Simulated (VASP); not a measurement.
Mg3H2, 5 atoms in the cell. The structure is cubic, space group Pm-3m (No. 221). Conventional cell: a = 4.353 Å, b = 4.353 Å, c = 4.353 Å, α = 90.00°, β = 90.00°, γ = 90.00°. Mg (site symmetry 4/mmm) has 2 H at 2.18 Å as nearest neighbours. Around H (site symmetry m-3m) lie 12 Mg at 3.08 Å. H (site symmetry m-3m) has 6 Mg at 2.18 Å as nearest neighbours. The cell was built by a generator and needn't be a form met in nature. The cell isn't the ideal one: species swapped into the Tl2F3 type (Pm-3m, No. 221).

- Program: VASP 6.6.1
- Task: single point
- Functional: PBE
- Potentials or basis: VASP PAW PBE potentials, release 64 (Mg, H)
- Cutoff: 520 eV
- k mesh: 4 × 4 × 4
- Occupations: gaussian, width 0.1 eV
- Spin: no spin polarisation
- Dipole correction: no
- Further INCAR settings: ALGO = Fast; EDIFF = 1e-06; NBANDS = 12

Potentials or basis: VASP PAW PBE potentials, release 64 (Mg, H).

The run is started by

```bash
$ cat potpaw_PBE.64/Mg/POTCAR potpaw_PBE.64/H/POTCAR > POTCAR
$ mpirun -np 1 vasp_std > vasp.out
```

Hardware: 1 thread of Intel(R) Xeon(R) Platinum 8175M CPU @ 2.50GHz (Skylake/Cascade Lake), with other jobs on the host.

Question: How long does it take, and how much memory?

Answer: It took 13 s on 1 thread of Intel(R) Xeon(R) Platinum 8175M CPU @ 2.50GHz (Skylake/Cascade Lake) (shared host), peak memory 0.17 GiB. Counts: scf iterations 12, k points 10.
